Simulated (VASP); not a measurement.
# AlRu, relaxation of the cell: which settings are enough?

AlRu, Pm-3m (no. 221), 2 atoms in the cell. PBE; PAW potentials Ru_pv, Al (PBE set). VASP 6.6.1. The cell is changed on purpose: volume scaled by 1.06.

Wanted: cell volume within 0.05 %; lattice lengths within 0.03 %; shortest distances from each atom, periodic images included within 0.002 Å.

What the run is for: cell; Accuracy asked: tight.

The series start from Plane-wave cutoff (eV): 360; Smearing width (eV): 0.1; k-point mesh: 10 × 10 × 10; Relaxation passes: 2; Ionic threshold (EDIFFG): -0.005; Electronic threshold (eV): 1e-6; Precision mode (PREC): Accurate; Relaxation algorithm: IBRION=2 POTIM=0.5. Each series keeps the choices made before it, and each single choice may use up half of a tolerance. Times cover all steps of a run.

## Plane-wave cutoff (eV)

| Plane-wave cutoff (eV) | Cell volume (Å³) | Lattice lengths, largest deviation against the largest value | Shortest distances from each atom, periodic images included, largest deviation (Å) | Time (s) |
|---|---|---|---|---|
| 240 | 26.49 | 0.75 % | 0.0196 | 19 |
| 280 | 27.09 | 0.009 % | 0.0002 | 20 |
| 310 | 27.03 | 0.083 % | 0.0022 | 23 |
| 360 | 27 | 0.12 % | 0.0031 | 23 |
| 420 | 27.07 | 0.023 % | 0.0006 | 24 |
| 500 | 27.1 | 0.012 % | 0.0003 | 40 |
| 620 (reference) | 27.09 | 0 % | 0.0000 | 47 |

Chosen: 620; the next looser run is off by more than half of the tolerance, so convergence isn't shown beyond this value.

## Smearing width (eV)

| Smearing width (eV) | Cell volume (Å³) | Lattice lengths, largest deviation against the largest value | Shortest distances from each atom, periodic images included, largest deviation (Å) | Time (s) |
|---|---|---|---|---|
| 0.4 | 27.09 | 0.0093 % | 0.0002 | 49 |
| 0.3 | 27.09 | 0.003 % | 0.0001 | 47 |
| 0.2 | 27.09 | 0.002 % | 0.0001 | 47 |
| 0.15 | 27.09 | 0.002 % | 0.0001 | 46 |
| 0.1 | 27.09 | 0.001 % | 0.0000 | 47 |
| 0.05 (reference) | 27.09 | 0 % | 0.0000 | 46 |

Chosen: 0.3, the loosest value from which every tighter one stays within half of the tolerance.

## k-point mesh

| k-point mesh | Cell volume (Å³) | Lattice lengths, largest deviation against the largest value | Shortest distances from each atom, periodic images included, largest deviation (Å) | Time (s) |
|---|---|---|---|---|
| 4 × 4 × 4 | 26.81 | 0.33 % | 0.0086 | 14 |
| 5 × 5 × 5 | 27.2 | 0.15 % | 0.0040 | 17 |
| 6 × 6 × 6 | 27.07 | 0.0043 % | 0.0001 | 23 |
| 8 × 8 × 8 | 27.15 | 0.087 % | 0.0022 | 53 |
| 10 × 10 × 10 | 27.09 | 0.02 % | 0.0005 | 47 |
| 12 × 12 × 12 (reference) | 27.08 | 0 % | 0.0000 | 85 |

Chosen: 12 × 12 × 12; the next looser run is off by more than half of the tolerance, so convergence isn't shown beyond this value.

## Relaxation passes

| Relaxation passes | Cell volume (Å³) | Lattice lengths, largest deviation against the largest value | Shortest distances from each atom, periodic images included, largest deviation (Å) | Time (s) |
|---|---|---|---|---|
| 1 | 27.08 | 0 % | 0.0000 | 63 |
| 2 | 27.08 | 0 % | 0.0000 | 85 |
| 3 (reference) | 27.08 | 0 % | 0.0000 | 89 |

Chosen: 1.

## Ionic threshold (EDIFFG)

| Ionic threshold (EDIFFG) | Cell volume (Å³) | Lattice lengths, largest deviation against the largest value | Shortest distances from each atom, periodic images included, largest deviation (Å) | Time (s) |
|---|---|---|---|---|
| -0.05 | 27.1 | 0.024 % | 0.0006 | 56 |
| -0.02 | 27.1 | 0.024 % | 0.0006 | 57 |
| -0.01 | 27.08 | 0.0073 % | 0.0002 | 64 |
| -0.005 | 27.08 | 0.0073 % | 0.0002 | 63 |
| -0.002 (reference) | 27.08 | 0 % | 0.0000 | 81 |

Chosen: -0.01.

## Electronic threshold (eV)

| Electronic threshold (eV) | Cell volume (Å³) | Lattice lengths, largest deviation against the largest value | Shortest distances from each atom, periodic images included, largest deviation (Å) | Time (s) |
|---|---|---|---|---|
| 0.0001 | 27.09 | 0.017 % | 0.0004 | 70 |
| 1e-5 | 27.08 | 0.0053 % | 0.0001 | 56 |
| 1e-6 | 27.08 | 0 % | 0.0000 | 64 |
| 1e-7 (reference) | 27.08 | 0 % | 0.0000 | 70 |

Chosen: 1e-5.

## Precision mode (PREC)

| Precision mode (PREC) | Cell volume (Å³) | Lattice lengths, largest deviation against the largest value | Shortest distances from each atom, periodic images included, largest deviation (Å) | Time (s) |
|---|---|---|---|---|
| Normal | 27.08 | 0 % | 0.0000 | 29 |
| Accurate (reference) | 27.08 | 0 % | 0.0000 | 56 |

Chosen: Normal.

## Relaxation algorithm

| Relaxation algorithm | Cell volume (Å³) | Lattice lengths, largest deviation against the largest value | Shortest distances from each atom, periodic images included, largest deviation (Å) | Time (s) |
|---|---|---|---|---|
| IBRION=2 POTIM=0.5 | 27.08 | 0 % | 0.0000 | 29 |
| IBRION=2 POTIM=0.2 | 27.08 | 0.0023 % | 0.0001 | 23 |
| IBRION=1 POTIM=0.5 | 27.06 | 0.023 % | 0.0006 | 32 |
| IBRION=1 POTIM=0.2 | 27.08 | 0.0027 % | 0.0001 | 22 |

Chosen: IBRION=1 POTIM=0.2; it saves 7.7 s of 29, so IBRION=2 POTIM=0.5 would do nearly as well.

## All choices together

| Input | Cell volume (Å³) | Lattice lengths, largest deviation against the largest value | Shortest distances from each atom, periodic images included, largest deviation (Å) | Time (s) |
|---|---|---|---|---|
| the program's defaults (naive) | 26.58 | 0.61 % | 0.0160 | 2.8 |
| chosen settings | 27.08 | 0.0027 % | 0.0001 | 22 |
| reference settings throughout | 27.08 | 0 % | 0.0000 | 102 |

The chosen settings stay within the tolerance of the reference run, but the reference itself isn't shown to be converged in: Plane-wave cutoff (eV), k-point mesh.

Values of the reference run: Lattice lengths: 3.003, 3.003, 3.003 Å; Shortest distances from each atom, periodic images included: 2.601, 2.601, 2.601, 2.601, 2.601, 2.601, 2.601, 2.601 Å.

## The input

INCAR.step1:
```
SYSTEM = AlRu
ALGO     = Normal         ! electronic algorithm
EDIFF    = 1E-5           ! SCF threshold, eV
EDIFFG   = -0.01          ! ionic threshold
ENCUT    = 620            ! plane-wave cutoff, eV
GGA      = PE             ! functional
GGA_COMPAT= .False.      
IBRION   = 1              ! ionic algorithm
ISIF     = 3              ! what is computed and relaxed
ISMEAR   = 1              ! smearing method
LASPH    = .True.         ! aspherical terms in the spheres
LCHARG   = .False.        ! write CHGCAR
LREAL    = .False.        ! projectors in reciprocal space
LWAVE    = .False.        ! write WAVECAR
NELM     = 120            ! most SCF steps
NELMIN   = 4            
NSW      = 80             ! ionic steps
POTIM    = 0.2            ! step
PREC     = Normal         ! precision mode
SIGMA    = 0.3            ! smearing width, eV
```

INCAR.step2, as INCAR.step1 but for:
```
- EDIFFG = -0.01
- IBRION = 1
- ISIF = 3
- NELMIN = 4
- NSW = 80
- POTIM = 0.2
+ ISIF = 2
```

KPOINTS:
```
Automatic mesh
0
Gamma
  12 12 12
  0 0 0
```

POSCAR.step1:
```
AlRu
1.0
    3.0502737196      0.0000000000      0.0000000000
    0.0000000000      3.0502737196      0.0000000000
    0.0000000000      0.0000000000      3.0502737196
Ru Al
1 1
Direct
    0.5000000000      0.5000000000      0.5000000000
    0.0000000000      0.0000000000      0.0000000000
```

Commands (each step's output is kept before the next begins):
```
cat potpaw_PBE.64/Ru_pv/POTCAR potpaw_PBE.64/Al/POTCAR > POTCAR
cp INCAR.step1 INCAR
cp POSCAR.step1 POSCAR
mpirun -np 1 vasp_std > vasp.out
cp CONTCAR POSCAR
cp INCAR.step2 INCAR
mpirun -np 1 vasp_std > vasp.out
```

The chosen input took VASP 6.6.1 22 s on 1 core (AMD EPYC 9R45 (Zen 5)), a shared host.
